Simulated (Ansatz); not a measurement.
**V: response to strain**

V is deformed so: equal xy, yz and zx engineering shear strains of -3 %. What stress and forces result, by LAPW, PAW and all-electron datasets made for the crystal?

Method: DFT PBE, scalar-relativistic, in Ansatz 0.2.0.

**1. The starting structure**

The structure is cubic, space group Im-3m (No. 229). The conventional cell has a = 3.026 Å, b = 3.026 Å, c = 3.026 Å, α = 90.00°, β = 90.00°, γ = 90.00°. Around V (site symmetry m-3m) lie 8 V at 2.62 Å.

Structure file:

```cif
data_structure
_symmetry_space_group_name_H-M 'P 1'
_symmetry_Int_Tables_number 1
_cell_length_a 2.6206
_cell_length_b 2.6206
_cell_length_c 2.6206
_cell_angle_alpha 109.471
_cell_angle_beta 109.471
_cell_angle_gamma 109.471
_cell_volume 13.85
loop_
_atom_site_label
_atom_site_type_symbol
_atom_site_fract_x
_atom_site_fract_y
_atom_site_fract_z
_atom_site_occupancy
V1 V 0.00000 0.00000 0.00000 1
```

**2. The deformed structure**

Space group Im-3m before, R-3m after.

**3. Full-potential LAPW**

File input.yaml:

```yaml
crystal:
  lattice:
    - [-1.55839, 1.513, 1.513]
    - [1.513, -1.55839, 1.513]
    - [1.513, 1.513, -1.55839]
  atoms:
    - { symbol: V, position: [0.0, 0.0, 0.0], spin: 1.5 }
magnetization:
  spin_polarized: true
kpoints:
  mp_grid: { grid: [19, 19, 19] }
  band_path:
    path:
      - [0.0, 0.0, 0.0]
      - [0.0, 0.0, 0.5]
      - [-0.5, 0.5, 0.5]
      - [-0.7572253634, 0.2427746366, 0.2427746366]
      - [0.2427746366, 0.2427746366, 0.2427746366]
      - [0.0, 0.0, 0.0]
      - [-0.5, 0.0, 0.5]
    npoints: 5
scf:
  occupations: { method: fermi_dirac, width: 0.03 }
hamiltonian:
  xc: pbe
  pseudopotentials: { kind: all_electron, lapw: { basis_error: 0.001 } }
output:
  forces: true
  stress: true
  eigenvalues: true
```

Launch:

```console
ansatz run input.yaml --threads 1 --pin off --max-ram 3072MiB --backend cpu --events-out ev --progress --plain --runs-dir out
```

**4. Frozen-core PAW**

File input.yaml:

```yaml
crystal:
  lattice:
    - [-1.55839, 1.513, 1.513]
    - [1.513, -1.55839, 1.513]
    - [1.513, 1.513, -1.55839]
  atoms:
    - { symbol: V, position: [0.0, 0.0, 0.0], spin: 1.5 }
magnetization:
  spin_polarized: true
kpoints:
  mp_grid: { grid: [19, 19, 19] }
scf:
  occupations: { method: fermi_dirac, width: 0.03 }
hamiltonian:
  xc: pbe
  pseudopotentials: { kind: paw }
output:
  forces: true
  stress: true
  eigenvalues: true
  efg: { contact_densities: true }
```

**5. Datasets made for this crystal**

input.yaml, as its differences from that of step 4:

```diff
@@ -15,3 +15,3 @@
   xc: pbe
-  pseudopotentials: { kind: paw }
+  pseudopotentials: { kind: all_electron, datasets: crystal }
 output:
```

(Steps that only read results are left out.)

**Question.** What will these runs give? Wanted: pressure; largest shear or deviatoric stress.

As calculated:

| quantity | value |
| --- | --- |
| pressure | LAPW -4.97, PAW -4.91, crystal datasets -4.97 GPa |
| largest shear or deviatoric stress (LAPW) | 0.22 GPa |

In words: The largest part of the stress beyond the pressure is 0.22 GPa in size. No run of the undeformed cell stands beside it, so the pressure holds what the given cell had before the change. PAW: stress within 0.06 GPa of LAPW. Crystal datasets: stress within 0.01 GPa of LAPW.
